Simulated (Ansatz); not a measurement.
The following input was run with Ansatz 0.2.0.

```yaml
crystal:
  lattice:
    - [1.3870047054, -4.2717279533, 0.0]
    - [1.3870047054, 4.2717279533, 0.0]
    - [0.0, 0.0, 3.4075438037]
  atoms:
    - { symbol: "N", position: [0.0941897357, 0.9058102643, 0.9430059752] }
    - { symbol: "N", position: [0.5941897357, 0.4058102643, 0.5569940248] }
    - { symbol: "N", position: [0.9058102643, 0.0941897357, 0.0569940248] }
    - { symbol: "N", position: [0.4058102643, 0.5941897357, 0.4430059752] }
basis:
  ecutwfc: 420
kpoints:
  mp_grid: { grid: [10, 10, 8] }
hamiltonian:
  xc: pbe
scf:
  occupations: { method: gaussian, width: 0.02 }
output:
  forces: true
  stress: true
  eigenvalues: true
```

Launched with
```bash
ansatz run input.yaml --threads 1 --pin off --max-ram 1331MiB --backend cpu --events-out ev --progress --plain --runs-dir out
```

The calculation used DFT PBE, scalar-relativistic, plane waves, PAW (Ansatz 0.2.0).

Part of what the program printed, abridged:

```
Pseudopotentials: kind: paw
Pseudopotential: N, paw, valence charge 5, recommended cutoff 420 eV (normal)
Functional definition: PBE
Crystal: 4 atoms, lattice volume = 40.379 Å³
Basis set: ecut = 420 eV, 809 PW (Γ), exchange–correlation on 64×64×48 points (8 copies of the dense FFT grid, shifted against one another)
Bands: 14, of which v1, the nominal top of the filled ones, is band 10 counted from 1 (9 counted from 0)
Symmetry: 8 space group operations
Space group: Cmce (ITA 64), of the structure as read, at distance tolerance 3.4e-5 Å
k-points: 155 of 800
Initial density: superposition of atomic densities (neutral atoms: chi_scale 0, normalization atom), corrected by the library's trained network
Initial wavefunctions: pseudopotential atomic-orbital guess
Functional: x = pbe(κ = 0.804, μ = 0.21951497), c = pbe(β = 0.06672455)
SCF iter   1: F=—  HF=-1525.228604 eV  |F-HF|=—  |Δ(HF+E_count)|=         —  Δρ=6.48e-3  dr2=8.81e-3  ethr=1.77e-3  ⟨swp⟩=4.9  Hψ=10163  notcnv=0
SCF iter   2: F=—  HF=-1525.227944 eV  |F-HF|=—  |Δ(HF+E_count)|=   6.60e-4  Δρ=2.58e-3  dr2=7.88e-4  ethr=4.41e-5  ⟨swp⟩=2.2  Hψ=4794  notcnv=0
SCF iter   3: F=—  HF=-1525.228440 eV  |F-HF|=—  |Δ(HF+E_count)|=   4.96e-4  Δρ=8.48e-4  dr2=8.89e-5  ethr=3.94e-6  ⟨swp⟩=2.1  Hψ=3393  notcnv=0
SCF iter   4: F=—  HF=-1525.228547 eV  |F-HF|=—  |Δ(HF+E_count)|=   1.07e-4  Δρ=1.06e-4  dr2=1.52e-6  ethr=4.44e-7  ⟨swp⟩=2.8  Hψ=4071  notcnv=0
SCF iter   5: F=-1525.228550 eV  HF=-1525.228550 eV  |F-HF|=9.67e-8  |Δ(HF+E_count)|=   3.30e-6  Δρ=2.06e-5  dr2=6.51e-8  ethr=7.59e-9  ⟨swp⟩=2.2  Hψ=3572  notcnv=0
SCF iter   6: F=-1525.228550 eV  HF=-1525.228550 eV  |F-HF|=5.86e-10  |Δ(HF+E_count)|=   1.10e-7  Δρ=2.45e-6  dr2=1.32e-9  ethr=3.25e-10  ⟨swp⟩=1.9  Hψ=7225  notcnv=0
SCF 1 converged in 6 iterations: F = -1525.228550 eV  dr2 = 1.32e-9
SCF converged after 6 iterations
Free energy (F): -1525.228550 eV
Harris-Foulkes:  -1525.228550 eV  (|F-HF|=5.86e-10)
Internal energy: -1525.228550 eV  (E = F + TS)
E sigma→0 (E₀):  -1525.228550 eV
Fermi energy:    4.296073 eV
--- Per-component energies (eV) ---
  E_band       = -67.583812
  E_kinetic    = 472.786783
  E_local      = -805.452897  (includes V_loc(G=0)·N_el)
  E_nonlocal   = 186.559268
  E_hartree    = 217.417530
  E_xc         = -228.791980
  E_vxc        = -289.863427  (∫ρ·V_xc dr)
  E_paw        = -500.294135  (= ΣΔE_a)
  E_vpaw       = -66.449212  (= ΣTr[D̂ρ^β])
  E_aug_tail   = 0.000282  (compensation charges beyond the density's cutoff)
  E_ewald      = -867.453400
  E_smearing   =  0.000000  (= −TS)
--- Forces (eV/Å), atoms counted from 1 ---
  atom   1  N      0.00000000     3.34398083    -3.10277690
  atom   2  N      0.00000000     3.34398083     3.10277690
  atom   3  N      0.00000000    -3.34398083     3.10277690
  atom   4  N      0.00000000    -3.34398083    -3.10277690
--- Stress (GPa, compression-positive) ---
      -33.673806       0.000000       0.000000
        0.000000     -37.969745       0.000000
        0.000000       0.000000     -35.717043
  P = ⅓ Tr σ = -35.7869 GPa (-357.869 kbar)
--- Band table (eV; the first three rows and the last of 155) ---
  k-point 0: bands = ["-15.2659", "-9.8582", "-9.0846", "-2.8676", "-2.3825", "-0.9224", "0.1897", "2.2884", "2.7770", "2.7879", "6.0461", "6.1000", "7.5582", "8.3684"]
  k-point 1: bands = ["-15.1340", "-10.3567", "-8.7443", "-3.4665", "-2.0252", "-0.6405", "0.3006", "2.5555", "2.6250", "2.7611", "5.8420", "5.9790", "7.4303", "8.1899"]
  k-point 2: bands = ["-14.7440", "-11.2764", "-8.1746", "-4.4752", "-1.5240", "0.0199", "0.6214", "2.0529", "2.6166", "3.3688", "5.1982", "5.8990", "7.0569", "7.7095"]
  k-point 154: bands = ["-13.1638", "-13.1638", "-7.2069", "-7.2069", "1.1734", "1.1734", "1.6369", "1.6369", "2.6690", "2.6690", "5.8534", "5.8534", "6.6122", "6.6122"]
```

Self-consistency was reached.

The cell holds layers, and where no dispersion correction was added their binding is poorly described.